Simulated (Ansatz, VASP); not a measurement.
## AlCo in VASP and in Ansatz

File INCAR:

```
PREC = Accurate
ENCUT = 520
EDIFF = 1E-7
ISMEAR = -1
SIGMA = 0.05
LREAL = F
LASPH = T
NELM = 100
ALGO = Normal
ISIF = 2
LWAVE = F
LCHARG = F
GGA = PE
NBANDS = 20
```

Contents of KPOINTS:

```
regular mesh
0
Gamma
  10 10 6
```

POSCAR

```
AlCo
1.0
    2.1983355088      0.0000000000      0.0000000000
   -1.0991677544      1.9038143967      0.0000000000
    0.0000000000      0.0000000000      6.4208574102
Co Al
2 2
Direct
    0.0000000000      0.0000000000      0.0000000000
    0.0000000000      0.0000000000      0.5000000000
    0.3333333333      0.6666666667      0.2500000000
    0.6666666667      0.3333333333      0.7500000000
```

Input for Ansatz:

```yaml
crystal:
  lattice:
    - [2.1983355088, 0.0, 0.0]
    - [-1.0991677544, 1.9038143967, 0.0]
    - [0.0, 0.0, 6.4208574102]
  atoms:
    - { symbol: Co, position: [0.0, 0.0, 0.0] }
    - { symbol: Co, position: [0.0, 0.0, 0.5] }
    - { symbol: Al, position: [0.3333333333, 0.6666666667, 0.25] }
    - { symbol: Al, position: [0.6666666667, 0.3333333333, 0.75] }
kpoints:
  mp_grid: { grid: [10, 10, 6] }
scf:
  occupations: { method: fermi_dirac, width: 0.05 }
hamiltonian:
  xc: pbe
  pseudopotentials: { kind: nc }
output:
  forces: true
  stress: true
  eigenvalues: true
```

Change from the starting cell: volume scaled by 0.55, norm-conserving files.

Alike in both runs: task single point; functional PBE; k mesh 10 × 10 × 6; occupations fermi-dirac, width 0.05 eV; no spin polarisation.

```csv
,VASP,Ansatz
version,VASP 6.6.1,Ansatz 0.2.0
potentials or method,"VASP PAW PBE potentials, release 64 (Co, Al)","norm-conserving pseudopotentials, scalar-relativistic"
plane-wave cutoff (eV),520,1306
valence electrons in the cell,24,40
```

```csv
,VASP,Ansatz,Ansatz less VASP
pressure (GPa),342.5,336.4,-6.11
largest component of the traceless stress (GPa),0.91,0.02,-0.886
```

The two sets of potentials don't hold the same shells in valence.

Caveats: the cell as given lies far from equilibrium; so large a pressure means that the cell lies far from this level's equilibrium, or that cutoff or potentials fall short (VASP). Spin polarisation is off, so any magnetic state and its effect on volume and gap are missing.
